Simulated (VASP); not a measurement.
The system is HfO2.

```
Hf O
1.0
     5.11800    0.00000    0.00000
     0.00000    5.18570    0.00000
    -0.85866    0.00000    5.21387
Hf O
4 8
Direct
  0.27550 0.03970 0.20800
  0.72450 0.53970 0.29200
  0.72450 0.96030 0.79200
  0.27550 0.46030 0.70800
  0.44870 0.75810 0.48010
  0.55130 0.25810 0.01990
  0.55130 0.24190 0.51990
  0.44870 0.74190 0.98010
  0.07420 0.33160 0.34670
  0.92580 0.83160 0.15330
  0.92580 0.66840 0.65330
  0.07420 0.16840 0.84670
```

Base run:

* Program: VASP 6.6.1
* Functional: r2SCAN
* Potentials or basis: VASP PAW PBE potentials, release 64 (Hf_pv, O)
* Cutoff: 520 eV
* k mesh: 4 × 4 × 4
* Occupations: gaussian, width 0.05 eV
* Spin: no spin polarisation

Its results: band gap on the k mesh 4.62 eV, indirect (least direct gap 4.71 eV); pressure -3.1 GPa; largest force 0.435 eV/Å.

**Question.** The run is repeated on the same cell with these changes: functional from r2SCAN to SCAN. What comes out?

**Answer.** Band gap on the k mesh 4.54 eV, indirect (least direct gap 4.63 eV); pressure -5.7 GPa; largest force 0.420 eV/Å.

Caveats: the PAW data sets were made with another functional, which shifts forces and pressure a little; spin-orbit coupling is left out, which moves the levels of the heavy elements.

A k mesh can miss the band edges.
